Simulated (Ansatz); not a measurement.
# MnO: one candidate of a structure search

Where does this trial cell of MnO go when cell and atoms are let free?

Program: Ansatz 0.2.0. Level of theory: DFT PBE, scalar-relativistic, plane waves, PAW. These are calculated values, not measurements.

## Step 1: The structure to begin with

The structure is hexagonal, space group P-6m2 (No. 187). Conventional cell: a = 2.680 Å, b = 2.680 Å, c = 2.894 Å, α = 90.00°, β = 90.00°, γ = 120.00°. Mn (site symmetry -6m2) has 6 O at 2.12 Å as nearest neighbours. Around O (site symmetry -6m2) lie 6 Mn at 2.12 Å.

Coordinates:

```cif
data_structure
_symmetry_space_group_name_H-M 'P 1'
_symmetry_Int_Tables_number 1
_cell_length_a 2.6799
_cell_length_b 2.6799
_cell_length_c 2.8943
_cell_angle_alpha 90.000
_cell_angle_beta 90.000
_cell_angle_gamma 120.000
_cell_volume 18.00
loop_
_atom_site_label
_atom_site_type_symbol
_atom_site_fract_x
_atom_site_fract_y
_atom_site_fract_z
_atom_site_occupancy
Mn1 Mn 0.00000 0.00000 0.00000 1
O1 O 0.33333 0.66667 0.50000 1
```

Recipe of the guess: ordered vacancies on the anion sites of aluminium diboride (P-6m2, No. 187). Its size is a rough estimate.

## Step 2: Probe: one point on a coarse mesh

input.yaml

```yaml
crystal:
  lattice:
    - [2.67986172, 0.0, 0.0]
    - [-1.33993086, 2.32082833, 0.0]
    - [0.0, 0.0, 2.89425066]
  atoms:
    - { symbol: Mn, position: [0.0, 0.0, 0.0], spin: 4.0 }
    - { symbol: O, position: [0.33333333, 0.66666667, 0.5] }
basis:
  ecutwfc: 420
kpoints:
  mp_grid: { grid: [6, 6, 6] }
hamiltonian:
  xc: pbe
scf:
  occupations: { method: gaussian, width: 0.1 }
  lower_state_search: "off"
output:
  forces: true
  stress: true
  eigenvalues: true
  populations: true
magnetization:
  spin_polarized: true
```

On the command line:

```
> ansatz run input.yaml --threads 1 --pin off --max-ram 2048MiB --backend cpu --events-out ev --progress --plain --runs-dir out
```

The session goes on with these runs: rough relaxation on the coarse mesh; relaxation on the finer mesh.

Q: Predict the outcome of this session. Wanted: conventional cell; volume; energy over the elements; gap on the mesh; total moment.

The runs gave:

| quantity | value |
| --- | --- |
| symmetry at the end (tolerance 0.05 Å) | space group P-6m2 (No. 187) |
| conventional cell | a = 3.029 Å, b = 3.029 Å, c = 2.794 Å, α = 90.00°, β = 90.00°, γ = 120.00° |
| volume | 11.10 Å³/atom |
| energy over the elements (uncorrected; H, N, O, F and Cl as molecules) | -0.98 eV/atom |
| gap on the mesh | none (metal) |
| total moment | 4.79 μB/cell |

The space group P-6m2 (No. 187) is kept, and the volume per atom grows by 23.4 % from the first guess. A negative formation energy is needed for stability but isn't enough; other structures and compounds were not set against it here. No finished test with a distortion of lower symmetry is shown, so the end may be a saddle point. With one magnetic atom in the cell only ferromagnetic order fits, and no U was applied, so an antiferromagnetic state was not tested. Without a U such compounds often come out metallic though many are antiferromagnetic insulators. Other magnetic orders were not searched.
